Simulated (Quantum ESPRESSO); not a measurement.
A run of Quantum ESPRESSO 7.5 is set up as follows.

The input pw.in:

```
&CONTROL
  calculation = 'scf'
  prefix = 'pwscf'
  outdir = './tmp'
  pseudo_dir = './pseudo'
  tprnfor = .true.
  tstress = .true.
  disk_io = 'low'
/
&SYSTEM
  ibrav = 0
  nat = 5
  ntyp = 3
  ecutwfc = 45
  ecutrho = 360
  nbnd = 31
  occupations = 'smearing'
  smearing = 'fd'
  degauss = 0.00367493
/
&ELECTRONS
  conv_thr = 1d-09
  electron_maxstep = 120
  mixing_beta = 0.3
/
ATOMIC_SPECIES
Ti    47.8670 ti_pbe_v1.4.uspp.F.UPF
Ba   137.3270 ba_pbe_v1.uspp.F.UPF
O     15.9990 o_pbe_v1.2.uspp.F.UPF
CELL_PARAMETERS angstrom
   4.0060000000    0.0000000000    0.0000000000
   0.0000000000    4.0060000000    0.0000000000
   0.0000000000    0.0000000000    4.0060000000
ATOMIC_POSITIONS crystal
Ti     0.0000000000    0.0000000000    0.0000000000
Ba     0.5000000000    0.5000000000    0.5000000000
O      0.0000000000    0.0000000000    0.5000000000
O      0.0000000000    0.5000000000    0.0000000000
O      0.5000000000    0.0000000000    0.0000000000
K_POINTS automatic
4 4 4 0 0 0
HUBBARD {ortho-atomic}
U Ti-3d 8.0
```

scf2.in

```
&CONTROL
  calculation = 'scf'
  prefix = 'pwscf'
  outdir = './tmp'
  pseudo_dir = './pseudo'
  tprnfor = .true.
  tstress = .true.
  disk_io = 'low'
/
&SYSTEM
  ibrav = 0
  nat = 5
  ntyp = 3
  ecutwfc = 45
  ecutrho = 360
  nbnd = 31
  occupations = 'fixed'
/
&ELECTRONS
  conv_thr = 1d-13
  electron_maxstep = 120
  mixing_beta = 0.3
  startingpot = 'file'
  startingwfc = 'file'
/
ATOMIC_SPECIES
Ti    47.8670 ti_pbe_v1.4.uspp.F.UPF
Ba   137.3270 ba_pbe_v1.uspp.F.UPF
O     15.9990 o_pbe_v1.2.uspp.F.UPF
CELL_PARAMETERS angstrom
   4.0060000000    0.0000000000    0.0000000000
   0.0000000000    4.0060000000    0.0000000000
   0.0000000000    0.0000000000    4.0060000000
ATOMIC_POSITIONS crystal
Ti     0.0000000000    0.0000000000    0.0000000000
Ba     0.5000000000    0.5000000000    0.5000000000
O      0.0000000000    0.0000000000    0.5000000000
O      0.0000000000    0.5000000000    0.0000000000
O      0.5000000000    0.0000000000    0.0000000000
K_POINTS automatic
4 4 4 0 0 0
HUBBARD {ortho-atomic}
U Ti-3d 8.0
```

The input hp.in:

```
&INPUTHP
  prefix = 'pwscf'
  outdir = './tmp'
  nq1 = 2
  nq2 = 2
  nq3 = 2
  conv_thr_chi = 1d-06
  niter_max = 80
  iverbosity = 1
  alpha_mix(1) = 0.3
/
```

Potentials or basis: GBRV 1.5 PBE.

Launch:

```console
$ OMP_NUM_THREADS=1 mpirun -n 4 pw.x -nk 2 -in pw.in > pw.out
$ OMP_NUM_THREADS=1 mpirun -n 4 pw.x -nk 2 -in scf2.in > scf2.out
$ OMP_NUM_THREADS=1 mpirun -n 4 hp.x -nk 2 -in hp.in > hp.out
```

(1) Predict the Hubbard U from linear response.

(2) What does it give for the pressure?

(3) Predict the band gap on the k mesh.

Answers

(1) 5.57 eV.

(2) 5.5 GPa.

(3) 2.90 eV, indirect (least direct gap 3.11 eV).

Caveat: spin-orbit coupling is left out, which moves the levels of the heavy elements.
